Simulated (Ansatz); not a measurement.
**AgCl: response to a displaced atom**

AgCl is deformed so: atom 1 (Ag) moved by (0.000, 0.000, 0.050) Å. What stress and forces result, by LAPW, PAW and all-electron datasets made for the crystal?

Computed with Ansatz 0.2.0 (DFT PBE, scalar-relativistic, unless a step's input says otherwise).

## (1) Starting point

Symmetry: Fm-3m, No. 225, cubic system. Conventional cell: a = 5.546 Å, b = 5.546 Å, c = 5.546 Å, α = 90.00°, β = 90.00°, γ = 90.00°. Ag (site symmetry m-3m) is surrounded by 6 Cl at 2.77 Å. Around Cl (site symmetry m-3m) lie 6 Ag at 2.77 Å.

Structure file:

```
CELL_PARAMETERS angstrom
0.00000 2.77315 2.77315
2.77315 0.00000 2.77315
2.77315 2.77315 0.00000
ATOMIC_POSITIONS crystal
Ag 0.50000 0.50000 0.50000
Cl 0.00000 0.00000 0.00000
```

Atoms are numbered in the order of the input: Ag1, Cl2.

## (2) After the deformation

Space group Fm-3m before, I4mm after.

## (3) All-electron LAPW

File input.yaml:

```yaml
crystal:
  lattice:
    - [0.0, 2.77315, 2.77315]
    - [2.77315, 0.0, 2.77315]
    - [2.77315, 2.77315, 0.0]
  atoms:
    - { symbol: Ag, position: [0.509015019, 0.509015019, 0.490984981] }
    - { symbol: Cl, position: [0.0, 0.0, 0.0] }
kpoints:
  mp_grid: { grid: [9, 9, 9] }
scf:
  occupations: { method: fermi_dirac, width: 0.01 }
hamiltonian:
  xc: pbe
  pseudopotentials: { kind: all_electron, lapw: { basis_error: 0.0005 } }
output:
  forces: true
  stress: true
  eigenvalues: true
```

The run is started by

```sh
> ansatz run input.yaml --threads 1 --pin off --max-ram 2048MiB --backend cpu --events-out ev --progress --plain --runs-dir out
```

## (4) Frozen-core PAW

input.yaml: that of step 3 with these lines changed.

```diff
@@ -14,3 +14,3 @@
   xc: pbe
-  pseudopotentials: { kind: all_electron, lapw: { basis_error: 0.0005 } }
+  pseudopotentials: { kind: paw }
 output:
@@ -19 +19,2 @@
   eigenvalues: true
+  efg: { contact_densities: true }
```

## (5) Datasets made for this crystal

input.yaml: that of step 4 with these lines changed.

```diff
@@ -14,3 +14,3 @@
   xc: pbe
-  pseudopotentials: { kind: paw }
+  pseudopotentials: { kind: all_electron, datasets: crystal }
 output:
```

(Steps that only read results are left out.)

Q: Predict the outcome of this session. Wanted: pressure; largest shear or deviatoric stress; force on Ag1 along the move.

As calculated:

| quantity | value |
| --- | --- |
| pressure | LAPW 1.65, PAW 1.65, crystal datasets 1.66 GPa |
| largest shear or deviatoric stress (LAPW) | 0.08 GPa |
| force on Ag1 along the move | -0.058 eV/Å |

**Reading.** The force on Ag1 points against the move, a stiffness of 1.16 eV/Å² with all periodic images moving together. No run of the undeformed cell stands beside it, so the pressure holds what the given cell had before the change. PAW: stress within 0.01 GPa of LAPW, forces within 1 meV/Å. Crystal datasets: stress within 0.01 GPa of LAPW, forces within 1 meV/Å.
